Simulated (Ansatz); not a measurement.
**Zone-centre modes in WC**

Level of theory: DFT PBEsol, scalar-relativistic, plane waves, PAW (Ansatz). Cutoff 420 eV, Γ-centred 24×24×24 k-points, Gaussian smearing of 0.15 eV. Spin–orbit coupling is left out, which can shift energies with elements as heavy as these. No spin polarisation.

The undisturbed cell (relaxed at this level; this rock-salt form isn't the usual structure):

```xyz
2
Lattice="0.0000 2.1727 2.1727 2.1727 0.0000 2.1727 2.1727 2.1727 0.0000" Properties=species:S:1:pos:R:3 pbc="T T T"
W     0.0000    0.0000    0.0000
C     2.1727    2.1727    2.1727
```

Harmonic modes by finite displacements of 0.02 Å, without the LO–TO term.

**Question.** At this geometry, is the structure stable against these modes?

**Answer.** Yes: no mode is imaginary beyond 10 cm⁻¹, and only the three translations lie near zero.

**Question.** List the wavenumbers in cm⁻¹.

**Answer.** 0, 0, 0, 422, 422, 422.